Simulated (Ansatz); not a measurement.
Born–Oppenheimer molecular dynamics of a periodic cell of 26 atoms, H$_{4}$C$_{5}$N$_{2}$O$_{2}$ (host H4C5N2O2, host structure P2_1/m). It goes on from the last frame of an earlier run, with new velocities.

Level of theory: DFT PBE, scalar-relativistic, plane waves, PAW (Ansatz 0.2.0). Settings: accuracy low, cutoff 420 eV, k mesh 2x2x2, fermi-dirac smearing 0.05 eV, no spin polarisation.

- ensemble: NVT, Langevin thermostat
- time step: 0.75 fs
- steps asked: 50
- set temperature: 2400 K
- friction: 0.005 /fs
- seed: 244273

Frames 0.75 fs apart, positions in Å, forces in eV/Å.

Velocities at 22.5 fs (Å/ps):

```
H -5.39 -20.60 28.15
H 18.93 -16.19 -55.52
H 0.64 5.46 -17.47
H 56.32 -36.02 -71.45
H 9.53 38.06 43.36
H 13.69 -12.61 -34.03
H -42.20 -47.11 -55.80
H -16.44 -32.10 76.43
C -2.21 0.81 16.24
C 22.63 -2.23 -27.86
C -6.00 4.74 -4.94
C 5.68 -16.09 -23.77
C -3.48 -11.49 15.40
C 7.69 10.95 9.04
C 2.13 8.44 5.79
C 34.41 -16.21 -10.87
C -8.62 -11.71 21.47
C -3.24 -1.62 -6.64
N -3.58 8.87 6.01
N -17.50 4.08 6.32
N 6.38 0.67 8.21
N -5.50 -12.79 -5.18
O -3.00 11.49 -12.77
O -16.61 -0.21 -2.16
O -3.42 3.37 15.91
O 14.26 4.93 1.11
```

```xyz
26
Lattice="6.0681 0.0000 0.0000 0.0000 6.4154 0.0000 -2.8558 0.0000 6.9979" Properties=species:S:1:pos:R:3:forces:R:3 time_fs=22.5 energy_less_start_eV=1.439 T=2002
H 1.148 1.265 3.598 1.81 0.60 0.79
H 1.780 5.218 3.715 -0.70 -1.19 -0.25
H 0.777 2.022 6.086 3.11 -1.39 -0.82
H 2.789 4.579 1.468 -2.60 0.60 -0.44
H -1.153 1.709 6.985 -0.27 -1.41 -3.00
H 5.014 4.928 -0.210 0.06 -0.82 2.09
H 5.572 1.507 0.273 0.10 0.27 3.98
H -2.129 4.486 6.524 1.84 -0.36 -0.15
C 3.468 1.511 3.825 0.21 -0.13 0.14
C -0.271 4.815 3.119 -3.21 0.45 1.29
C 3.747 1.734 2.255 0.40 -1.05 0.23
C -0.713 4.820 4.770 -3.03 -0.47 -0.34
C 2.067 1.412 4.292 0.68 0.12 -2.82
C 1.048 4.808 2.970 4.12 1.80 -2.84
C 1.862 1.649 5.614 -1.12 1.07 0.82
C 1.598 4.711 1.538 3.67 -0.96 6.74
C -1.786 1.456 5.910 -0.11 1.87 6.90
C 5.484 4.683 0.836 -1.68 1.07 0.17
N 3.013 1.648 6.355 -2.05 -0.37 -2.53
N 0.725 4.367 0.714 -2.14 0.52 -6.11
N -1.434 1.498 4.708 -2.32 0.15 -4.93
N 4.924 4.945 1.991 0.67 -0.88 1.48
O -1.091 1.546 1.926 -1.85 0.56 0.17
O 3.978 4.811 5.065 3.96 -0.13 -0.39
O 2.712 1.974 1.541 1.51 -0.15 0.98
O 0.206 4.737 5.600 -1.04 0.24 -1.13
26
Lattice="6.0681 0.0000 0.0000 0.0000 6.4154 0.0000 -2.8558 0.0000 6.9979" Properties=species:S:1:pos:R:3:forces:R:3 time_fs=23.2 energy_less_start_eV=1.842 T=1927
H 1.148 1.252 3.625 1.65 0.57 0.58
H 1.792 5.202 3.676 -0.16 -0.79 0.61
H 0.786 2.023 6.071 2.96 -1.32 -0.67
H 2.823 4.555 1.416 -2.88 0.64 -0.18
H -1.148 1.734 7.009 -0.41 -1.60 -3.06
H 5.026 4.916 -0.229 -0.01 -0.78 2.18
H 5.538 1.473 0.242 -0.05 0.09 5.02
H -2.137 4.458 6.584 2.02 -0.39 -0.37
C 3.466 1.512 3.836 0.42 -0.21 -0.02
C -0.254 4.813 3.098 -4.11 0.42 1.81
C 3.743 1.737 2.251 0.82 -1.11 0.61
C -0.710 4.808 4.753 -2.91 -0.25 0.53
C 2.065 1.403 4.303 0.82 0.19 -2.78
C 1.055 4.816 2.976 4.53 1.23 -4.16
C 1.864 1.655 5.618 -1.24 1.02 0.47
C 1.625 4.699 1.532 2.62 -1.10 5.96
C -1.792 1.447 5.928 0.43 2.08 5.98
C 5.481 4.681 0.831 -2.03 1.17 0.24
N 3.010 1.655 6.360 -1.70 -0.20 -3.17
N 0.712 4.369 0.717 -0.85 0.58 -5.20
N -1.430 1.498 4.713 -2.71 0.14 -4.01
N 4.920 4.935 1.987 0.85 -0.83 1.38
O -1.094 1.556 1.916 -2.00 0.51 0.26
O 3.965 4.811 5.063 4.52 -0.18 -0.87
O 2.710 1.977 1.553 1.11 -0.06 0.68
O 0.217 4.740 5.601 -1.68 0.19 -1.80
26
Lattice="6.0681 0.0000 0.0000 0.0000 6.4154 0.0000 -2.8558 0.0000 6.9979" Properties=species:S:1:pos:R:3:forces:R:3 time_fs=24.0 energy_less_start_eV=2.002 T=1920
H 1.157 1.243 3.660 1.23 0.48 0.15
H 1.803 5.180 3.647 0.46 -0.38 1.43
H 0.813 2.016 6.055 2.49 -1.15 -0.42
H 2.843 4.536 1.365 -2.92 0.62 0.05
H -1.143 1.748 7.019 -0.51 -1.74 -2.99
H 5.037 4.899 -0.236 -0.15 -0.69 2.07
H 5.504 1.440 0.235 0.15 0.17 4.67
H -2.136 4.425 6.646 2.12 -0.40 -1.10
C 3.463 1.512 3.848 0.67 -0.30 -0.15
C -0.239 4.812 3.078 -4.77 0.36 2.22
C 3.739 1.738 2.248 1.15 -1.11 1.00
C -0.710 4.796 4.735 -2.72 -0.02 1.31
C 2.064 1.394 4.312 1.20 0.33 -2.48
C 1.064 4.825 2.978 4.58 0.66 -5.28
C 1.866 1.662 5.622 -1.05 0.86 0.04
C 1.653 4.687 1.528 1.28 -1.17 5.13
C -1.798 1.439 5.950 0.88 2.26 4.73
C 5.479 4.681 0.825 -2.26 1.20 0.47
N 3.006 1.662 6.364 -1.65 -0.28 -2.38
N 0.700 4.372 0.720 0.51 0.60 -3.75
N -1.426 1.498 4.717 -3.12 0.12 -2.98
N 4.916 4.924 1.985 1.03 -0.76 1.29
O -1.098 1.566 1.906 -2.03 0.42 0.32
O 3.955 4.810 5.061 4.99 -0.24 -1.30
O 2.708 1.980 1.565 0.70 0.02 0.36
O 0.227 4.744 5.601 -2.26 0.12 -2.40
26
Lattice="6.0681 0.0000 0.0000 0.0000 6.4154 0.0000 -2.8558 0.0000 6.9979" Properties=species:S:1:pos:R:3:forces:R:3 time_fs=24.8 energy_less_start_eV=2.029 T=1919
H 1.175 1.239 3.700 0.45 0.31 -0.53
H 1.819 5.158 3.630 0.88 -0.10 1.97
H 0.854 2.001 6.041 1.61 -0.83 -0.03
H 2.846 4.521 1.314 -2.68 0.56 0.24
H -1.138 1.751 7.013 -0.60 -1.80 -2.81
H 5.048 4.880 -0.233 -0.34 -0.57 1.74
H 5.473 1.404 0.249 0.62 0.57 3.41
H -2.124 4.388 6.707 2.17 -0.41 -2.52
C 3.461 1.512 3.859 0.92 -0.41 -0.28
C -0.228 4.812 3.059 -5.06 0.29 2.51
C 3.735 1.738 2.245 1.40 -1.06 1.39
C -0.710 4.783 4.718 -2.52 0.25 1.99
C 2.062 1.384 4.321 1.94 0.57 -1.85
C 1.076 4.834 2.978 4.50 0.22 -5.99
C 1.869 1.669 5.626 -0.47 0.52 -0.53
C 1.682 4.675 1.526 -0.33 -1.16 4.36
C -1.803 1.432 5.974 1.23 2.40 3.29
C 5.477 4.680 0.819 -2.36 1.18 0.86
N 3.001 1.669 6.366 -1.82 -0.65 -0.64
N 0.689 4.376 0.721 1.84 0.61 -1.66
N -1.423 1.498 4.719 -3.50 0.08 -1.96
N 4.913 4.913 1.983 1.18 -0.66 1.22
O -1.102 1.578 1.897 -1.99 0.30 0.34
O 3.946 4.810 5.060 5.37 -0.31 -1.67
O 2.707 1.983 1.578 0.30 0.08 0.05
O 0.236 4.748 5.601 -2.73 0.03 -2.91
26
Lattice="6.0681 0.0000 0.0000 0.0000 6.4154 0.0000 -2.8558 0.0000 6.9979" Properties=species:S:1:pos:R:3:forces:R:3 time_fs=25.5 energy_less_start_eV=2.095 T=1896
H 1.200 1.238 3.737 -0.69 0.08 -1.42
H 1.842 5.132 3.626 0.92 0.00 2.14
H 0.900 1.981 6.028 0.25 -0.36 0.54
H 2.833 4.512 1.267 -2.09 0.44 0.32
H -1.133 1.746 6.993 -0.64 -1.80 -2.47
H 5.059 4.858 -0.222 -0.60 -0.43 1.23
H 5.446 1.367 0.278 1.07 1.13 2.04
H -2.097 4.350 6.752 2.12 -0.46 -4.05
C 3.458 1.513 3.872 1.15 -0.52 -0.45
C -0.220 4.813 3.043 -4.98 0.22 2.73
C 3.732 1.737 2.242 1.56 -0.99 1.78
C -0.711 4.770 4.702 -2.30 0.52 2.58
C 2.061 1.374 4.328 3.03 0.91 -0.90
C 1.089 4.843 2.974 4.44 -0.04 -6.20
C 1.870 1.678 5.631 0.59 -0.02 -1.30
C 1.712 4.662 1.527 -2.23 -1.03 3.77
C -1.808 1.427 5.999 1.40 2.48 1.77
C 5.475 4.680 0.813 -2.26 1.07 1.29
N 2.995 1.676 6.368 -1.90 -1.14 1.23
N 0.679 4.380 0.722 3.07 0.66 0.48
N -1.421 1.498 4.721 -3.81 0.03 -1.04
N 4.910 4.901 1.982 1.30 -0.53 1.18
O -1.108 1.589 1.888 -1.84 0.14 0.32
O 3.938 4.809 5.059 5.65 -0.40 -1.96
O 2.705 1.985 1.591 -0.08 0.13 -0.27
O 0.244 4.751 5.601 -3.13 -0.08 -3.34
26
Lattice="6.0681 0.0000 0.0000 0.0000 6.4154 0.0000 -2.8558 0.0000 6.9979" Properties=species:S:1:pos:R:3:forces:R:3 time_fs=26.2 energy_less_start_eV=2.245 T=1834
H 1.222 1.238 3.768 -1.84 -0.14 -2.28
H 1.871 5.101 3.634 0.58 -0.03 1.93
H 0.946 1.956 6.020 -1.55 0.20 1.28
H 2.808 4.508 1.223 -1.11 0.25 0.25
H -1.134 1.734 6.960 -0.51 -1.70 -1.87
H 5.068 4.832 -0.211 -0.90 -0.28 0.65
H 5.425 1.335 0.318 1.32 1.66 0.96
H -2.057 4.312 6.776 1.91 -0.50 -4.59
C 3.457 1.514 3.884 1.37 -0.62 -0.62
C -0.214 4.813 3.027 -4.60 0.17 2.90
C 3.728 1.736 2.240 1.67 -0.93 2.16
C -0.713 4.758 4.685 -2.04 0.78 3.05
C 2.061 1.365 4.335 4.10 1.25 0.06
C 1.104 4.852 2.967 4.50 -0.19 -5.97
C 1.873 1.686 5.636 2.12 -0.70 -2.20
C 1.741 4.650 1.530 -4.38 -0.75 3.47
C -1.811 1.423 6.024 1.25 2.49 0.17
C 5.473 4.681 0.808 -2.00 0.89 1.64
N 2.989 1.682 6.371 -1.73 -1.60 2.74
N 0.669 4.384 0.723 4.21 0.68 1.51
N -1.419 1.499 4.722 -4.04 -0.02 -0.26
N 4.907 4.887 1.981 1.37 -0.38 1.17
O -1.115 1.601 1.880 -1.58 -0.04 0.27
O 3.932 4.809 5.059 5.83 -0.49 -2.17
O 2.704 1.987 1.603 -0.49 0.18 -0.58
O 0.251 4.755 5.599 -3.46 -0.19 -3.69
26
Lattice="6.0681 0.0000 0.0000 0.0000 6.4154 0.0000 -2.8558 0.0000 6.9979" Properties=species:S:1:pos:R:3:forces:R:3 time_fs=27.0 energy_less_start_eV=2.385 T=1775
H 1.232 1.235 3.787 -2.37 -0.26 -2.66
H 1.904 5.068 3.650 -0.02 -0.09 1.45
H 0.983 1.930 6.022 -3.27 0.68 1.98
H 2.774 4.506 1.180 0.28 0.03 -0.04
H -1.140 1.715 6.918 -0.05 -1.44 -0.90
H 5.072 4.805 -0.199 -1.20 -0.14 0.03
H 5.414 1.316 0.361 1.32 2.04 0.30
H -2.007 4.273 6.773 1.35 -0.31 -3.49
C 3.458 1.515 3.895 1.52 -0.71 -0.75
C -0.211 4.812 3.012 -4.00 0.14 3.05
C 3.724 1.735 2.239 1.73 -0.88 2.52
C -0.717 4.746 4.671 -1.75 1.01 3.39
C 2.064 1.358 4.342 4.54 1.47 0.51
C 1.122 4.862 2.958 4.61 -0.31 -5.38
C 1.877 1.694 5.641 3.49 -1.30 -3.02
C 1.769 4.638 1.534 -6.71 -0.36 3.49
C -1.814 1.419 6.049 0.69 2.37 -1.65
C 5.471 4.682 0.802 -1.58 0.64 1.98
N 2.983 1.688 6.375 -1.24 -1.91 3.82
N 0.662 4.389 0.724 5.34 0.51 0.76
N -1.419 1.498 4.723 -4.17 -0.07 0.36
N 4.905 4.874 1.982 1.38 -0.21 1.17
O -1.122 1.612 1.872 -1.23 -0.21 0.20
O 3.929 4.807 5.058 5.93 -0.60 -2.31
O 2.704 1.990 1.616 -0.91 0.23 -0.89
O 0.256 4.757 5.596 -3.73 -0.29 -3.93
26
Lattice="6.0681 0.0000 0.0000 0.0000 6.4154 0.0000 -2.8558 0.0000 6.9979" Properties=species:S:1:pos:R:3:forces:R:3 time_fs=27.8 energy_less_start_eV=2.495 T=1717
H 1.227 1.231 3.791 -1.99 -0.24 -2.39
H 1.937 5.034 3.673 -0.70 -0.12 0.82
H 1.002 1.904 6.034 -4.05 0.84 2.27
H 2.742 4.503 1.138 1.71 -0.18 -0.47
H -1.145 1.688 6.872 0.83 -1.01 0.53
H 5.068 4.774 -0.187 -1.45 -0.03 -0.55
H 5.410 1.311 0.404 1.17 2.25 -0.07
H -1.948 4.232 6.751 0.41 0.16 -1.51
C 3.461 1.516 3.905 1.61 -0.78 -0.88
C -0.210 4.813 2.999 -3.28 0.10 3.16
C 3.721 1.735 2.238 1.75 -0.83 2.85
C -0.722 4.736 4.659 -1.46 1.24 3.58
C 2.069 1.351 4.350 4.11 1.54 0.23
C 1.141 4.871 2.947 4.67 -0.48 -4.56
C 1.884 1.701 5.645 3.83 -1.57 -3.38
C 1.792 4.625 1.540 -8.81 0.06 3.72
C -1.816 1.416 6.074 -0.39 2.08 -3.79
C 5.468 4.683 0.798 -0.98 0.33 2.24
N 2.977 1.694 6.380 -0.45 -2.08 4.59
N 0.657 4.392 0.725 6.40 0.11 -0.96
N -1.421 1.498 4.724 -4.21 -0.13 0.88
N 4.905 4.860 1.983 1.34 -0.04 1.19
O -1.131 1.622 1.864 -0.82 -0.38 0.13
O 3.929 4.804 5.056 5.98 -0.71 -2.39
O 2.703 1.993 1.629 -1.31 0.29 -1.18
O 0.260 4.761 5.590 -3.92 -0.40 -4.06
```

Of the whole run (38 fs, mean temperature of the second half 1970 K): The mean temperature of the second half is 18 % below the set value. A run of 0.037 ps of so small a system gives no equilibrium averages. Limits of this set-up: coarse k mesh, low accuracy level.

Run time: 9.7 min on 1 CPU thread of a shared host.
